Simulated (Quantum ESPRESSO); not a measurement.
The system is I.

```
CELL_PARAMETERS angstrom
0.00000 2.36560 3.90984
2.19225 0.00000 3.90984
2.19225 2.36560 0.00000
ATOMIC_POSITIONS crystal
I 0.00000 0.00000 0.00000
```

Base run:

* Program: Quantum ESPRESSO 7.5
* Functional: r2SCAN
* Potentials or basis: SG15 PBE 1.2
* Cutoff: 1020 eV
* Density cutoff: 4082 eV
* k mesh: 9 × 9 × 9
* Occupations: fermi-dirac, width 0.05 eV
* Spin: no spin polarisation

Its results: band gap on the k mesh none (metal or under the smearing width); pressure -0.3 GPa.

Question: The run is repeated on the same cell with these changes: functional from r2SCAN to LDA; potentials or basis from SG15 PBE 1.2 to GBRV 1.5 LDA; cutoff from 1020 eV to 612 eV; density cutoff from 4082 eV to 4898 eV; valence electrons from 17 to 7. What comes out?

Answer: Band gap on the k mesh none (metal or under the smearing width); pressure -2.4 GPa.

Caveats: spin-orbit coupling is left out, which moves the levels of the heavy elements; an odd number of electrons without spin polarisation forces a metal; a magnetic or distorted state may lie lower; the potentials were made for another functional, which shifts forces and pressure (some runs).
